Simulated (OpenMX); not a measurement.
# Moving the dispersion correction in Se

Symmetry: P3_121, No. 152, trigonal system. The conventional cell has a = 4.366 Å, b = 4.366 Å, c = 4.954 Å, α = 90.00°, β = 90.00°, γ = 120.00°. Around Se (site symmetry 2) lie 2 Se at 2.37 Å.

Kept alike: task single point; functional PBE; k mesh 5 × 5 × 5; occupations fermi-dirac, width 0.05 eV; no spin polarisation. Program: OpenMX, OpenMX 2013 PBE set, Se7.0-s3p2d2, grid cutoff 300 Ry. The mesh is that of the run's cell of 3 atoms. No spin-orbit coupling.

| dispersion correction | pressure (GPa) |
| --- | --- |
| D3(zero) | 2.78 |
| D3(BJ) | 1.86 |
| D4 | 1.74 |
| none | 3.90 |

Pressure is positive in compression.

**Question.** What does the dispersion correction change here?

**Answer.** The pressure runs from 1.74 (D4) to 3.90 GPa (none). Dispersion terms mostly attract, so at fixed cell they lower the pressure.
